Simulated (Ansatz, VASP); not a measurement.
# Cross-check of ZnSe between VASP and Ansatz

Aim: how closely do two programs agree when they are given the same cell, functional and k mesh? The cell is a member of a volume series, scaled by 1.015 from a relaxed one, so a pressure remains.

Method: plane waves, with VASP 6.6.1 beside it; zone-centre phonons at LDA, in Ansatz 0.2.0.

## (1) Starting point

It takes space group F-43m (No. 216, cubic). The conventional cell has a = 5.602 Å, b = 5.602 Å, c = 5.602 Å, α = 90.00°, β = 90.00°, γ = 90.00°. Nearest to Zn lie 4 Se at 2.43 Å. Se has 4 Zn at 2.43 Å nearest. Farther neighbours and most contacts between anions are not listed.

## (2) Ansatz: zone-centre phonons, LDA, volume scaled by 1.015

Ansatz runs on its default PAW (the set named soft_2) files.

Second derivatives magnify differences that forces hide, and they need a tight electronic threshold.

Input file input.yaml:

```yaml
crystal:
  lattice:
    - [0.0, 2.8011714009, 2.8011714009]
    - [2.8011714009, 0.0, 2.8011714009]
    - [2.8011714009, 2.8011714009, 0.0]
  atoms:
    - { symbol: Zn, position: [0.0, 0.0, 0.0] }
    - { symbol: Se, position: [0.25, 0.25, 0.25] }
hamiltonian:
  xc: lda
  pseudopotentials: { kind: paw }
kpoints:
  mp_grid: { grid: [10, 10, 10] }
scf:
  occupations: { method: fixed }
phonons:
  method: dfpt
  qpoints: [[0, 0, 0]]
  dielectric: true
  rigid_motions: translations
```

Run with:

```
ansatz run input.yaml --threads 4 --pin off --max-ram 9216MiB --backend cpu --events-out ev --progress --plain --runs-dir out
```

Numbers of over 12 decimals in the logs are rounded to 6 here.

Output:

```text
Engine: ansatz 0.2.0, x86_64-unknown-linux-gnu
Pseudopotentials: kind: paw
Pseudopotential: Zn, paw, valence charge 12, recommended cutoff 420 eV (normal), Zn.paw.azcp
Pseudopotential: Se, paw, valence charge 16, recommended cutoff 420 eV (normal), Se.paw.azcp
Functional definition: SPW92
  exchange = slater_x
  correlation = pw_c
Crystal: 2 atoms, lattice volume = 43.959 Å³
Basis set: ecut = 420 eV, 869 PW (Γ), exchange–correlation on 54×54×54 points (8 copies of the dense FFT grid, shifted against one another)
Bands: 18, of which v1, the nominal top of the filled ones, is band 14 counted from 1 (13 counted from 0)
Symmetry: 24 space group operations
k-points: 171 of 1000 (irreducible under 4 space group operations, time reversal used)
Non-local potential: Zn, projectors of the file, l = 0: 2, l = 1: 2, l = 2: 3, l = 3: 1
Non-local potential: Se, projectors of the file, l = 0: 2, l = 1: 2, l = 2: 3, l = 3: 1
PAW form: soft (Blöchl's): semilocal exchange-correlation on the pseudo side does not see the compensation charge
PAW frozen core: Zn, regenerated for the run's functional, and the local potential with it (the file was generated under x = pbe(κ = 0.804, μ = 0.219515), c = pbe(β = 0.066725))
PAW frozen core: Se, regenerated for the run's functional, and the local potential with it (the file was generated under x = pbe(κ = 0.804, μ = 0.219515), c = pbe(β = 0.066725))
PAW one-centre angular grid: Zn, 590 points (default); XC on 64 Gauss nodes
PAW one-centre angular grid: Se, 590 points (default); XC on 64 Gauss nodes
Initial density: superposition of atomic densities (neutral atoms: chi_scale 0, normalization atom), corrected by the library's trained network
Initial wavefunctions: pseudopotential atomic-orbital guess
Functional: x = slater, c = lda
SCF iter   1: F=—  HF=-8630.850234 eV  |F-HF|=—  |Δ(HF+E_count)|=         —  Δρ=5.40e-3  dr2=7.44e-3  ethr=1.77e-3  ⟨swp⟩=5.0  Hψ=14176  notcnv=0  defer=313
preconditioner: auto → none  [insulator: Δε(μ)=1.137 eV  Ē_g=12.026 eV  n_scr=14 (ndim 8)  ℏωp=23.8 eV  f_vac=0.108  ε∞_Penn≈4.9]
SCF iter   2: F=—  HF=-8630.847956 eV  |F-HF|=—  |Δ(HF+E_count)|=   2.28e-3  Δρ=2.04e-3  dr2=8.79e-4  ethr=2.66e-5  ⟨swp⟩=2.0  Hψ=6169  notcnv=0  defer=334
SCF iter   3: F=—  HF=-8630.847851 eV  |F-HF|=—  |Δ(HF+E_count)|=   1.05e-4  Δρ=1.42e-3  dr2=3.88e-4  ethr=3.14e-6  ⟨swp⟩=2.0  Hψ=4796  notcnv=0  defer=334
SCF iter   4: F=—  HF=-8630.847753 eV  |F-HF|=—  |Δ(HF+E_count)|=   9.79e-5  Δρ=2.67e-4  dr2=2.76e-5  ethr=1.39e-6  ⟨swp⟩=2.0  Hψ=4792  notcnv=0  defer=334
SCF iter   5: F=—  HF=-8630.847741 eV  |F-HF|=—  |Δ(HF+E_count)|=   1.18e-5  Δρ=1.96e-5  dr2=1.84e-7  ethr=9.87e-8  ⟨swp⟩=2.0  Hψ=4446  notcnv=0
SCF iter   6: F=—  HF=-8630.847740 eV  |F-HF|=—  |Δ(HF+E_count)|=   8.99e-7  Δρ=5.55e-6  dr2=8.82e-9  ethr=6.58e-10  ⟨swp⟩=2.0  Hψ=5483  notcnv=0
SCF iter   7: F=—  HF=-8630.847740 eV  |F-HF|=—  |Δ(HF+E_count)|=   1.58e-8  Δρ=2.27e-6  dr2=9.45e-10  ethr=3.15e-11  ⟨swp⟩=2.0  Hψ=5475  notcnv=0
SCF iter   8: F=—  HF=-8630.847740 eV  |F-HF|=—  |Δ(HF+E_count)|=  4.13e-10  Δρ=2.70e-7  dr2=2.80e-11  ethr=1.00e-12  ⟨swp⟩=6.1  Hψ=19338  notcnv=0
SCF iter   9: F=-8630.847740 eV  HF=-8630.847740 eV  |F-HF|=9.09e-12  |Δ(HF+E_count)|=  8.73e-11  Δρ=5.73e-8  dr2=9.49e-13  ethr=1.00e-12  ⟨swp⟩=6.2  Hψ=14207  notcnv=0
SCF 1 converged in 9 iterations: F = -8630.847740 eV  dr2 = 9.49e-13
  greatest PAW one-centre occupation: 1.000 electrons in one spin orbital (limit 2), on the Se atom at site 1 (counted from 0), in its partial waves of l = 2
NSCF: frozen V_eff on 2 k-points
DFPT response loops at Γ: preconditioner auto → none (the input reference at scf.mixing.eps_inf says where Resta's filter doesn't serve); β = 0.50; Broyden in place of MSR1
── the response to a field inside a basis, on 12×12×12 k-points: an SCF that follows is theirs, and a resumed run solves both again ──
Bands: 15, of which v1, the nominal top of the filled ones, is band 14 counted from 1 (13 counted from 0)
k-points: 182
Initial density: handed on by an earlier stage of this run
Initial wavefunctions: pseudopotential atomic-orbital guess (no wavefunctions were taken with the density)
Eigensolver: Dense (182 Hₖ)
SCF iter   1: F=—  HF=-8630.846306 eV  |F-HF|=—  |Δ(HF+E_count)|=         —  Δρ=1.03e-4  dr2=1.68e-6  ethr=1.00e-1
preconditioner: auto → none  [insulator: Δε(μ)=1.259 eV  Ē_g=9.606 eV  n_scr=14 (ndim 8)  ℏωp=23.8 eV  f_vac=0.097  ε∞_Penn≈7.1]
SCF iter   2: F=—  HF=-8630.846305 eV  |F-HF|=—  |Δ(HF+E_count)|=   1.56e-6  Δρ=9.39e-5  dr2=1.74e-6  ethr=5.99e-9
SCF iter   3: F=—  HF=-8630.846305 eV  |F-HF|=—  |Δ(HF+E_count)|=   2.70e-7  Δρ=4.32e-5  dr2=5.26e-7  ethr=5.99e-9
SCF iter   4: F=-8630.846305 eV  HF=-8630.846305 eV  |F-HF|=2.65e-8  |Δ(HF+E_count)|=   4.04e-7  Δρ=1.18e-5  dr2=3.26e-8  ethr=1.88e-9
SCF 1 converged in 4 iterations: F = -8630.846305 eV  dr2 = 3.26e-8
DFPT response loops at Γ: mixed as the last ones told, above
WARN: field response: ε∞ stands inside a basis, on 12×12×12 points; the force constants stand on the 10×10×10 k-mesh, whose period is 11.21 times the interband length at k = (0.0000, 0.0000, 0.0000), direct gap 1.173 eV, under 14: take them and everything formed from them as unconverged, and compare with a denser kpoints.mp_grid
SCF converged after 9 iterations
Free energy (F): -8630.847740 eV
Harris-Foulkes:  -8630.847740 eV  (|F-HF|=9.09e-12)
Internal energy: -8630.847740 eV  (E = F + TS)
E sigma→0 (E₀):  -8630.847740 eV
Fermi energy:    6.937928 eV
--- Per-component energies (eV) ---
  E_band       = -383.420316
  E_kinetic    = 251.644112
  E_local      = -4351.296913  (includes V_loc(G=0)·N_el)
  E_nonlocal   = 27.501263
  E_hartree    = 2012.777595
  E_xc         = -239.484500
  E_vxc        = -152.508810  (∫ρ·V_xc dr)
  E_paw        = -3583.125912  (= ΣΔE_a)
  E_vpaw       = -184.314135  (= ΣTr[D̂ρ^β])
  E_aug_tail   = -0.000964  (compensation charges beyond the density's cutoff)
  E_ewald      = -2752.636926
  E_core_change = 3.774504  (= ΣΔE_core)
  E_smearing   = -0.000000  (= −TS)
  E_closure    = -0.000000  (closes the sum)
  Σ components = -8630.847740   (vs F -8630.847740, Δ=0.00e0)
--- Band table (eV; the first three rows and the last of 171) ---
  k-point 0: bands = [... 10 lower, 0.5414, 6.9379, 6.9379, 6.9379, 8.1107, 12.6447, 12.6447, 12.6447]
  k-point 1: bands = [... 10 lower, 0.5402, 5.8985, 6.8295, 6.8295, 8.9251, 12.5652, 12.8242, 12.8242]
  k-point 2: bands = [... 10 lower, 0.5396, 4.4362, 6.5716, 6.5716, 9.5357, 12.9428, 13.1801, 13.1801]
  k-point 170: bands = [... 10 lower, 0.8415, 2.0166, 3.7950, 4.5455, 12.0017, 12.5323, 13.7656, 15.1647]
--- Phonons (Γ-DFPT): 2 representative perturbations + reference, on 171 of 1000 k-points (Σ response iterations 6) ---
  k mesh reduced under 4 symmetry operations, with k and −k counted as one. Each operation leaves every solved perturbation unchanged. A smaller set is not considered because the run solves the response to a homogeneous field
  ASR residual: 1.820e-5 → 0.000e0 eV/Å²; symmetrization residual: 3.875e-6 eV/Å²
  ASR residual per site (eV/Å²): 6.82e-6 1.82e-5
  Γ frequencies (cm⁻¹): 0.00 0.00 0.00 211.01 211.01 211.01
  ε∞ (high-frequency dielectric tensor):
        7.578236     0.000000    -0.000000
        0.000000     7.578236     0.000000
       -0.000000     0.000000     7.578236
  ε⁰ (static dielectric tensor: ions relaxed, cell fixed):
       10.397526     0.000000     0.000000
        0.000000    10.397526     0.000000
        0.000000     0.000000    10.397526
  ε⁰ − ε∞ (ionic part):
        2.819290     0.000000     0.000000
        0.000000     2.819290     0.000000
        0.000000     0.000000     2.819290
  softest optical mode at Γ: 211.01 cm⁻¹; the repairs (sum rule, projections) moved no ω² at Γ by more than (0.40 cm⁻¹)²
  Born effective charges Z* (e; rows j = field, columns β = displacement):
    site 0:
         2.00277   -0.00000    0.00000
         0.00000    2.00277    0.00000
         0.00000    0.00000    2.00277
    site 1:
        -2.00277    0.00000   -0.00000
        -0.00000   -2.00277   -0.00000
        -0.00000   -0.00000   -2.00277
  Z* charge neutrality: 3.196e-4 e pre-enforcement
  solved inside a basis spanned on kpoints, on 12×12×12 k-points transformed towards the longest dipole: ε∞ is read to err by 2.0e-2, Z* by 1.7e-2 e (field_mesh: kpoints solves on kpoints); Z* is corrected for what the basis lacks
  optical modes at Γ without the LO–TO term, one row a degenerate level:
      ω (cm⁻¹)  modes    IR ((D/Å)²/amu)
        211.01      3             7.7616
  optical modes at Γ + LO–TO along q̂ = [1.0000, 0.0000, 0.0000]:
      ω (cm⁻¹)  modes    IR ((D/Å)²/amu)
        211.01      2             5.1744
        247.16      1             2.5872
  optical modes at Γ + LO–TO along q̂ = [0.0000, 1.0000, 0.0000]:
      ω (cm⁻¹)  modes    IR ((D/Å)²/amu)
        211.01      2             5.1744
        247.16      1             2.5872
  optical modes at Γ + LO–TO along q̂ = [0.0000, 0.0000, 1.0000]:
      ω (cm⁻¹)  modes    IR ((D/Å)²/amu)
        211.01      2             5.1744
        247.16      1             2.5872
--- Phonons (arbitrary-q DFPT): 1 explicit q-point ---
  q = [0, 0, 0] (of the zone-centre solve; hermiticity 1.32e-6, symmetrization 4.14e-13): -0.00 -0.00 0.00 211.01 211.01 211.01
  sum rule: each row above includes the acoustic sum rule's correction from the zone centre's row sums; it moved no ω² by more than (0.25 cm⁻¹)²
```

Wall time 18 s (4 threads of Intel Xeon 6975P-C (Granite Rapids), shared host); peak memory 0.99 GiB.

Reading the cycles: dr2 is the Hartree energy of the density residual (eV), the measure of convergence; HF is the Harris–Foulkes estimate of the energy, which meets the free energy F at convergence.

(Part 1 of 3 ends here.)

[Lines on the potential files, build, host, timing and source positions are cut from VASP's logs without a mark.]

[Logs are printed without paths, hosts, clocks, repeated set-up lines and the standing remarks that a program may print on its own settings, such as how far it seeks lower states.]

[Hosts, paths, dates, database ids (printed as entryN), source tags and the programs' standing remarks are cut or masked in the printed files.]
